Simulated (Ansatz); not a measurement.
System: KBr (rock salt type), 2 atoms in the cell.

```yaml
crystal:
  lattice:
    - [0.00000, 3.35000, 3.35000]
    - [3.35000, 0.00000, 3.35000]
    - [3.35000, 3.35000, 0.00000]
  atoms:
    - { symbol: K, position: [0.00000, 0.00000, 0.00000] }
    - { symbol: Br, position: [0.50000, 0.50000, 0.50000] }
```
Lattice in Å, positions in fractions of it.

Computed with PBE, plane waves, PAW datasets (generated soft set 1) (Ansatz).

Cutoff 420 eV; k-mesh 6×6×6 Γ-centred; Fermi–Dirac smearing of 0.02 eV; no spin polarisation.

**Question.** How large is the gap on this mesh, is it direct, and where do the band edges lie (fractions of the reciprocal vectors of this cell)?

**Answer.** 4.32 eV, direct at (0.000, 0.000, 0.000).

**Question.** List the levels near the gap at (0.000, 0.000, 0.000), (0.000, 0.000, 0.167), (0.000, 0.000, -0.500), (0.000, 0.333, -0.333), (0.167, 0.333, -0.500), in eV from the top of the valence band (v1 is the highest filled band, c1 the lowest empty one).

**Answer.** 
```tsv
k	v4	v3	v2	v1	c1	c2	c3
(0.000, 0.000, 0.000)	-11.35	0.00	0.00	0.00	4.32	7.59	7.59
(0.000, 0.000, 0.167)	-11.29	-0.34	-0.08	-0.08	4.95	7.44	7.90
(0.000, 0.000, -0.500)	-11.12	-1.09	-0.30	-0.30	6.49	8.06	9.61
(0.000, 0.333, -0.333)	-11.23	-0.74	-0.57	-0.31	6.91	7.95	8.35
(0.167, 0.333, -0.500)	-11.23	-0.80	-0.35	-0.31	6.83	6.89	8.74
```

Spin–orbit coupling is left out; with heavy elements it can shift the gap and split levels by tenths of an eV. Semilocal functionals give gaps that mostly lie well below measured ones.
